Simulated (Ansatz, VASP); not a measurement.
This is a calculation of Sr for VASP 6.6.1.

File INCAR:

```
SYSTEM = Sr
PREC = Accurate
ENCUT = 520
EDIFF = 1E-7
ISMEAR = -1
SIGMA = 0.05
LREAL = .FALSE.
LASPH = .TRUE.
NELM = 80
ALGO = Normal
ISIF = 2
LWAVE = .FALSE.
LCHARG = .FALSE.
GGA = PE
NBANDS = 11
```

File KPOINTS:

```
regular mesh
0
G
  8 8 8
  0 0 0
```

The input POSCAR:

```
Sr
1.0
    0.0661010000      3.0195770000      2.9652580000
    3.1346330000      0.0075260000      3.0238330000
    3.1289580000      3.0724770000      0.0132010000
Sr
1
Direct
   -0.0100020000     -0.0043330000      0.0149740000
```

Potentials or basis: VASP PAW PBE potentials, release 64 (Sr_sv).

The run is started by

```sh
$ cat potpaw_PBE.64/Sr_sv/POTCAR > POTCAR
$ mpirun -np 1 vasp_std > vasp.out
```

Translate it to Ansatz 0.2.0. Potentials there: Ansatz PAW.

As run (the cutoff follows the program's own potentials):

File input.yaml:

```yaml
crystal:
  lattice:
    - [0.066101, 3.019577, 2.965258]
    - [3.134633, 0.007526, 3.023833]
    - [3.128958, 3.072477, 0.013201]
  atoms:
    - { symbol: Sr, position: [-0.010002, -0.004333, 0.014974] }
hamiltonian:
  xc: pbe
  pseudopotentials: { kind: paw }
kpoints:
  mp_grid: { grid: [8, 8, 8] }
scf:
  occupations: { method: fermi_dirac, width: 0.05 }
output:
  forces: true
  stress: true
  eigenvalues: true
```

Potentials or basis: Ansatz PAW.

The run is started by

```sh
$ ansatz run input.yaml --threads 1 --pin off --max-ram 3584MiB --backend cpu --events-out ev --progress --plain --runs-dir out
```

Both were run:

|  | VASP | Ansatz | Ansatz less VASP |
| --- | --- | --- | --- |
| gap on the k mesh at the Fermi level (eV) | none | none | - |
| pressure (GPa) | -0.3 | -0.3 | 0.00 |
| largest component of the traceless stress (GPa) | 0.28 | 0.28 | -0.002 |

A gap of «none» marks a metal or a gap that the smearing closes.
